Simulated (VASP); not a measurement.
TiO2 (Anatase):

```
CELL_PARAMETERS angstrom
-1.89210 1.89210 4.75730
1.89210 -1.89210 4.75730
1.89210 1.89210 -4.75730
ATOMIC_POSITIONS crystal
Ti 0.00000 0.00000 0.00000
Ti 0.75000 0.25000 0.50000
O 0.20810 0.20810 0.00000
O 0.95810 0.45810 0.50000
O 0.54190 0.04190 0.50000
O 0.79190 0.79190 0.00000
```

Base run:

* Program: VASP 6.6.1
* Functional: PBE
* Potentials or basis: VASP PAW PBE potentials, release 64 (Ti_sv, O)
* Cutoff: 520 eV
* k mesh: 10 × 10 × 10
* Occupations: gaussian, width 0.03 eV
* Spin: no spin polarisation

Its results: band gap on the k mesh 2.11 eV, indirect (least direct gap 2.44 eV).

Q: The run is repeated on the same cell with these changes: functional from PBE to TB-mBJ. What comes out?

A: Band gap on the k mesh 3.14 eV, indirect (least direct gap 3.49 eV).
